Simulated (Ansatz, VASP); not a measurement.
Two plane-wave programs on Te2Pt (Moncheite)

```
Te Pt
1.0
     4.03817    0.00000    0.00000
    -2.01909    3.49716    0.00000
     0.00000    0.00000    5.31094
Te Pt
2 1
Cartesian
  0.0000 2.3314 1.3641
  2.0191 1.1657 3.9468
  0.0000 0.0000 0.0000
```

Alike in both runs: task single point; functional HSE06; k mesh 6 × 6 × 2; occupations fermi-dirac, width 0.02 eV; no spin polarisation.

```csv
,VASP,Ansatz
version,VASP 6.6.1,Ansatz 0.2.0
potentials or method,"VASP PAW PBE potentials, release 64 (Te, Pt)","plane waves, PAW"
plane-wave cutoff (eV),520,420
valence electrons in the cell,22,50
```

```tsv
	VASP	Ansatz	Ansatz less VASP
pressure (GPa)	-0.9	-0.3	+0.55
rms of the force components (eV/Å)	0.150	0.147	-0.0034
```

Atom by atom the forces differ by 0.003 eV/Å (rms over components). With one functional, cell and mesh, what is left measures potentials, basis and numerics. The two sets of potentials don't hold the same shells in valence. Ansatz warned: «filled_band_counts_differ_across_k_points».

Caveats: the k mesh is coarse (spacing up to 0.59 Å⁻¹), so the values aren't converged, least of all with exact exchange; the PAW data sets were made with another functional, which shifts forces and pressure a little (VASP). Spin-orbit coupling is left out, which matters for the levels of Pt, Te.
